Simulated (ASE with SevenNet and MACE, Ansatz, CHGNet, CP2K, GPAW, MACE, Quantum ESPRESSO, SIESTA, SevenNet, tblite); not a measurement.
# AlP(100) slab, H on both faces (90 atoms) in machine-learned potentials

Aim: run AlP(100) slab, H on both faces (90 atoms) in machine-learned potentials and see how near its forces come to a plane-wave reference, and at what cost.

Program: ASE with SevenNet and MACE. Level of theory: the method is named at each step. Results are calculated unless marked as measured.

### Step 1. Starting point

The cell holds 90 atoms: 27 Al, 27 P and 36 H. Its edges and angles: a = 11.589 Å, b = 11.589 Å, c = 18.561 Å, α = 90.0°, β = 90.0°, γ = 90.0°. It derives from AlP (zinc-blende). Zinc-blende AlP (a = 5.463 Å), (100) slab of 6 atomic planes, 3 x 3 surface cells, H on the broken bonds of both faces, 10 Å of vacuum; displaced by a Gaussian of 0.02 Å. Then every atom was moved at random, 0.02 Å r.m.s. a Cartesian component (hydrogen 0.6 of that). Regions: slab, 54 atoms (27 Al and 27 P); hydrogen, 36 atoms (36 H). Vacuum lies along c.

The yardstick, on the same geometry:

| Property | Result |
| --- | --- |
| method | Kohn-Sham DFT, PBE, SSSP efficiency 1.3.0 pseudopotentials, plane waves (Quantum ESPRESSO 7.5); sssp-pbe-1.3.0-efficiency, cutoffs 45/360 Ry, Γ point |
| r.m.s. force component | 0.5146 eV/Å |
| longest force | 2.247 eV/Å |
| time | 5 min on 4 MPI ranks of Arm Neoverse V2, shared host |
| CPU time | 20 min |

### Step 2. SevenNet l3i5 potential

Method: machine-learned interatomic potential SevenNet l3i5, trained on PBE(+U) plane-wave data.

run.py reads:

```python
import numpy as np
from ase.io import read
import mlip  # loads the published weights by name

atoms = read("structure.xyz")
atoms.calc = mlip.calc("7net-l3i5")
energy = atoms.get_potential_energy()
forces = atoms.get_forces()
print(f"energy {energy:.6f} eV")
print("forces (eV/A)")
for i, (a, f) in enumerate(zip(atoms, forces)):
    print(f"{i:4d} {a.symbol:2s} {f[0]:10.5f} {f[1]:10.5f} {f[2]:10.5f}")
```

structure.xyz reads:

```xyz
90
Lattice="11.58877 0.00000 0.00000 0.00000 11.58877 0.00000 0.00000 0.00000 18.56080" Properties=species:S:1:pos:R:3 pbc="T T T"
Al 3.08111 1.96464 7.17152
P 3.07717 3.82429 5.85742
Al 1.17939 3.88328 9.88957
P 1.21427 1.94506 8.53203
Al 3.08690 1.95700 12.62190
P 3.05410 3.85083 11.28385
Al 3.12120 5.81976 7.21700
P 3.08794 7.72600 5.81937
Al 1.14787 7.71592 9.91351
P 1.15772 5.85117 8.56340
Al 3.08342 5.84561 12.69614
P 3.14345 7.77120 11.30872
Al 3.06917 9.70641 7.17208
P 3.05758 11.58657 5.80285
Al 1.18101 11.53071 9.87546
P 1.18171 9.67685 8.57862
Al 3.09930 9.61926 12.63916
P 3.07473 11.54299 11.23949
Al 6.96972 1.92003 7.21662
P 6.97412 3.91457 5.81547
Al 5.00391 3.89267 9.92297
P 5.01481 1.95514 8.55374
Al 6.97737 1.94332 12.69503
P 6.92510 3.88212 11.28237
Al 6.94909 5.80041 7.15575
P 6.96879 7.69228 5.84944
Al 5.03011 7.75520 9.91833
P 5.02686 5.78419 8.59309
Al 6.97818 5.80783 12.65568
P 6.88628 7.75254 11.28237
Al 6.96288 9.61045 7.17264
P 6.94457 0.00139 5.76721
Al 5.02292 0.04589 9.86562
P 4.96903 9.61648 8.55115
Al 6.98305 9.69401 12.63248
P 6.95825 0.00012 11.26344
Al 10.77999 1.93706 7.21069
P 10.81626 3.85048 5.80693
Al 8.90307 3.84828 9.96270
P 8.91084 1.94008 8.54632
Al 10.85288 1.98678 12.64751
P 10.78694 3.84782 11.28589
Al 10.81035 5.78488 7.17579
P 10.81765 7.64697 5.77074
Al 8.88928 7.71592 9.92316
P 8.85741 5.77828 8.56395
Al 10.82739 5.76321 12.65048
P 10.79413 7.74280 11.29202
Al 10.83388 9.64533 7.22052
P 10.83318 0.03059 5.81027
Al 8.85394 11.54995 9.91704
P 8.90887 9.63201 8.57101
Al 10.79934 9.65773 12.68297
P 10.85126 11.56246 11.29350
H 4.22005 3.85790 4.96817
H 1.90264 3.86636 4.98246
[... 30 atom lines left out ...]
H 0.37779 0.00093 5.02534
H 9.65750 11.58309 4.99601
H 0.51095 9.68450 13.56813
H 9.50175 9.64800 13.51913
```

Launch:

```bash
$ OMP_NUM_THREADS=1 python run.py > output.txt
```

Log:

```text
energy -384.466644 eV
forces (eV/A)
   0 Al    0.25404   -0.66207    0.58673
   1 P    -0.12624    0.95844   -1.18032
   2 Al   -0.34756   -0.07370    0.13363
   3 P    -0.67313   -0.13919   -0.10306
   4 Al   -0.14095   -0.49540   -0.47419
   5 P     0.24403    0.55896    0.30562
   6 Al   -0.14571   -0.22194    0.28965
   7 P     0.04493    0.11892   -0.09447
   8 Al    0.19901    0.40734    0.57808
   9 P    -0.00169   -0.43018   -0.64568
  10 Al    0.06081   -0.16675   -1.37187
  11 P    -0.57993   -0.66214   -0.15009
  12 Al    0.03736   -0.49626    0.48257
  13 P     1.40562    0.24013   -0.10183
  14 Al   -0.22826    0.84116    0.48463
  15 P    -0.17583   -0.64238   -0.79823
  16 Al   -1.08755    0.44635   -0.76281
  17 P     0.29431    0.36170    0.42349
  18 Al   -0.11400    0.24714    0.02562
  19 P    -0.55485   -0.89267   -0.24160
  20 Al   -0.03344   -0.27357    0.25676
  21 P     0.06931    0.15807   -0.54780
  22 Al   -0.48836   -0.01432   -1.64274
  23 P     0.16025   -0.19043    0.31892
[...]
82 H     0.41440   -0.02767   -0.49372
  83 H    -0.59097   -0.05531   -0.64117
  84 H     0.06385   -0.01092    0.18273
  85 H    -0.24588   -0.02116    0.41868
  86 H     0.76018    0.02743   -0.70875
  87 H     0.12005    0.03928   -0.09554
  88 H     0.47641   -0.02441    0.45555
  89 H    -0.64961   -0.00835    0.64822
```

Wall time 8.4 s (1 thread of Arm Neoverse V2, shared host); peak memory 1.2 GiB.

Banners, paths, timers and routine set-up lines are dropped from the logs unmarked, and long logs keep their key lines alone; longer cuts are marked.

Against the reference:

```
r.m.s. force component                  : 0.4733 eV/Å
r.m.s. difference of force components   : 288.3 meV/Å
longest difference of force vectors     : 931.4 meV/Å
force difference over r.m.s. force      : 56.03 %
slope of forces against the reference's : 0.7661
correlation of force components         : 0.8328
```

Length of the force difference by element (eV/Å):

| element | atoms | mean | most |
| --- | --- | --- | --- |
| Al | 27 | 0.36 | 0.64 |
| H | 36 | 0.34 | 0.46 |
| P | 27 | 0.68 | 0.93 |

A closer look about Al23, which bears the longest force: 9 atoms, nearest first, numbered in the order of the input, with positions taken from that point.

| atom | x | y | z | distance (Å) | bonds | Fx | Fy | Fz (eV/Å) |
| --- | --- | --- | --- | --- | --- | --- | --- | --- |
| Al23 | 0.00 | 0.00 | 0.00 | 0.00 | 4 | -0.49 | -0.01 | -1.64 |
| H70 | 1.27 | 0.00 | 0.83 | 1.52 | 1 | 0.88 | -0.01 | 0.82 |
| H69 | -1.32 | -0.02 | 0.83 | 1.56 | 1 | -0.54 | -0.02 | 0.49 |
| P24 | -0.05 | 1.94 | -1.41 | 2.40 | 4 | 0.16 | -0.19 | 0.32 |
| P36 | -0.02 | -1.94 | -1.43 | 2.41 | 4 | -0.23 | 0.31 | 0.26 |
| H57 | -2.59 | 0.00 | 0.85 | 2.72 | 1 | 0.16 | 0.01 | 0.21 |
| H82 | 2.58 | 0.02 | 0.88 | 2.73 | 1 | -0.04 | 0.03 | 0.21 |
| Al35 | 0.01 | -3.84 | -0.06 | 3.84 | 4 | -1.12 | -0.13 | -0.47 |
| Al39 | 1.93 | 1.90 | -2.73 | 3.85 | 4 | -0.46 | 0.11 | -0.29 |

Atoms are counted from 1 here, from 0 in the log.

Forces lie 56 % from the reference's, at 0.0070 times its CPU time (on 1 against 4 cores).

### Step 3. MACE MP-0b3 medium potential

Method: machine-learned interatomic potential MACE MP-0b3 medium, trained on PBE(+U) plane-wave data.

run.py, as its differences from that of step 2:

```diff
@@ -5,3 +5,3 @@
 atoms = read("structure.xyz")
-atoms.calc = mlip.calc("7net-l3i5")
+atoms.calc = mlip.calc("mace-mp-0b3-medium")
 energy = atoms.get_potential_energy()
```

structure.xyz is that of step 2.

Log:

```text
energy -385.829186 eV
forces (eV/A)
   0 Al    0.28951   -0.65540    0.09204
   1 P    -0.11644    0.89363   -0.64539
   2 Al   -0.37183   -0.01711    0.03017
   3 P    -0.73661   -0.17652   -0.13565
   4 Al   -0.07667   -0.58241    0.00466
   5 P     0.26576    0.70586    0.28286
   6 Al   -0.16117   -0.22017   -0.16672
   7 P     0.11327    0.09457    0.33864
   8 Al    0.20757    0.41527    0.45930
   9 P     0.00262   -0.48589   -0.66000
  10 Al    0.09011   -0.23482   -0.70164
  11 P    -0.69043   -0.85776   -0.33162
  12 Al    0.02174   -0.44442   -0.00239
  13 P     1.36371    0.30147    0.46784
  14 Al   -0.27154    0.85067    0.30467
  15 P    -0.19810   -0.71562   -0.89964
  16 Al   -0.66265    0.58519    0.07772
  17 P     0.36602    0.49529    0.55339
  18 Al   -0.10757    0.18422   -0.41554
  19 P    -0.56960   -0.77794    0.22302
  20 Al   -0.08036   -0.32252    0.15273
  21 P     0.07241    0.16339   -0.60665
  22 Al   -0.38003   -0.04936   -0.95412
  23 P     0.20328   -0.21273    0.30118
[...]
82 H    -0.21103    0.00969   -0.53346
  83 H     0.04133    0.01313   -0.66343
  84 H     0.26996    0.00465    0.14398
  85 H    -0.58868   -0.00699    0.31605
  86 H     0.14982    0.00569   -0.76389
  87 H     0.73776    0.01250   -0.11757
  88 H     0.67795   -0.01436    0.29537
  89 H    -0.77940    0.01477    0.45592
```

The job ended after 6.9 s (1 thread; peak memory 0.88 GiB).

Compared with the plane-wave run:

| Quantity | Value |
| --- | --- |
| r.m.s. force component | 0.4612 eV/Å |
| r.m.s. difference of force components | 283.9 meV/Å |
| longest difference of force vectors | 791.8 meV/Å |
| force difference over r.m.s. force | 55.18 % |
| slope of forces against the reference's | 0.7495 |
| correlation of force components | 0.8361 |

Against the first run (56 %), the force difference from the reference is 55 %, at 0.82 times the CPU time.

### Step 4. The ladder

Differences are against the plane-wave reference, forces as r.m.s. over components; share is that over the reference's r.m.s. force, slope the least-squares factor from reference forces to these. Total energies of different programs have different zeros and aren't compared.

| run | Δ force, r.m.s. (meV/Å) | share (%) | slope | cores | CPU time | memory (GiB) |
| --- | --- | --- | --- | --- | --- | --- |
| reference | - | - | - | 4 | 20 min | 5.2 |
| SevenNet l3i5 potential | 288 | 56.0 | 0.766 | 1 | 8.4 s | 1.2 |
| MACE MP-0b3 medium potential | 284 | 55.2 | 0.750 | 1 | 6.9 s | 0.88 |

Times of the machine-learned potentials are mostly Python's start and the loading of weights.

CPU time is summed over cores on a shared host, where runs went side by side, so it is rough. Symmetry, cutoffs, thresholds, outputs and thread counts weren't matched or tuned between programs; memory under MPI is the largest rank's times the ranks.

### Step 5. What came out

| Item | Value |
| --- | --- |
| nearest in forces | MACE MP-0b3 medium potential, 55 % |
| its CPU time | 6.9 s |

**Reading.** Machine-learned potentials differ by 55 % (MACE MP-0b3 medium potential) to 56 % (SevenNet l3i5 potential); they were trained on other programs' data. Among those trained on PBE data the slope goes as low as 0.75, with a correlation of 0.84, so directions differ as well as sizes. Machine-learned potentials mimic data converged in k, so the reference's own k-point error enters their differences. Caps of real hydrogen don't mimic the fractional bonds of a polar compound, so surface states and strained caps may belong to the model. The electronic-structure runs sample only Γ, in a cell whose shortest periodic width is 12 Å, which is coarse for a cell with partly filled levels.

[Also dropped from logs without a mark: logging warnings of Python, and SIESTA's first energy breakdown and zero terms.]

[Logs are printed without paths, hosts, clocks, repeated set-up lines and the standing remarks that a program may print on its own settings, such as how far it seeks lower states.]

[Hosts, paths, dates, database ids (printed as entryN), source tags and the programs' standing remarks are cut or masked in the printed files.]
